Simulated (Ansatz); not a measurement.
Wanted: the native input for an Ansatz 0.2.0 run.

| Item | Value |
| --- | --- |
| Task | single point |
| Functional | PBEsol |
| Potentials or basis | all-electron LAPW, scalar-relativistic |
| Cutoff | 212 eV (chosen from the basis error) |
| Basis error allowed | 0.001 eV/atom |
| k mesh | 9 × 9 × 9 |
| Occupations | tetrahedron |
| Spin | collinear spin, ferromagnetic start, moments held on the sites |
| Starting moments | [0.5, 0.0] μB |
| Hubbard terms | Zr d U = 5 eV |
| Start of the occupations | auto |
| Double counting | fll |
| Hubbard projectors | ortho-atomic |
| Moments locked | each atom's moment, at its start value |
| Other functionals evaluated on the density | PBEsol, BLYP, PBE |

Crystal: ZrS.

```
Zr S
1.0
     0.00000    2.62500    2.62500
     2.62500    0.00000    2.62500
     2.62500    2.62500    0.00000
Zr S
1 1
Direct
  0.00000 0.00000 0.00000
  0.50000 0.50000 0.50000
```

The input as run:

input.yaml

```yaml
crystal:
  lattice: { a: 5.25, b: 5.25, c: 5.25, alpha: 90.0, beta: 90.0, gamma: 90.0 }
  space_group: 225
  setting: { hermann_mauguin: Fm-3m }
  reduce_to_primitive: true
  atoms:
    - { symbol: Zr, position: [0.0, 0.0, 0.0], spin: 0.5 }
    - { symbol: S, position: [0.5, 0.0, 0.0] }
kpoints:
  mp_grid: { grid: [9, 9, 9] }
scf:
  occupations: { method: tetrahedron }
hamiltonian:
  xc: pbesol
  pseudopotentials: { kind: all_electron, lapw: { basis_error: 0.001 } }
  hubbard:
    sites: [{ species: Zr, l: d, u_eff: 5 }]
    double_counting: fll
    projectors: ortho-atomic
magnetization:
  spin_polarized: true
  spin_locking: { lock_spins: true }
output:
  forces: true
  stress: true
  eigenvalues: true
  xc_energy_on_converged_density: [pbesol, blyp, pbe]
```

Potentials or basis: all-electron LAPW, scalar-relativistic.

Launch:

```sh
$ ansatz run input.yaml --threads 1 --pin off --max-ram 2560MiB --backend cpu --events-out ev --progress --plain --runs-dir out
```

Results of the run:

The band gap on the k mesh is none (metal or under the smearing width) and the net moment is 0.95 μB per cell. The absolute moment is 0.95 μB per cell and the site moments are Zr +0.50; S +0.03 μB.

Caveat: each atom's moment is held at its typed value, so this isn't a free magnetic state; U is the effective U less J, on atomic orbitals that reach past the spheres; with tetrahedron occupations forces and stress needn't match the slope of the energy.

It took 30 s on 1 thread of Intel(R) Xeon(R) Platinum 8488C (Sapphire Rapids) (shared host), peak memory 0.42 GiB.
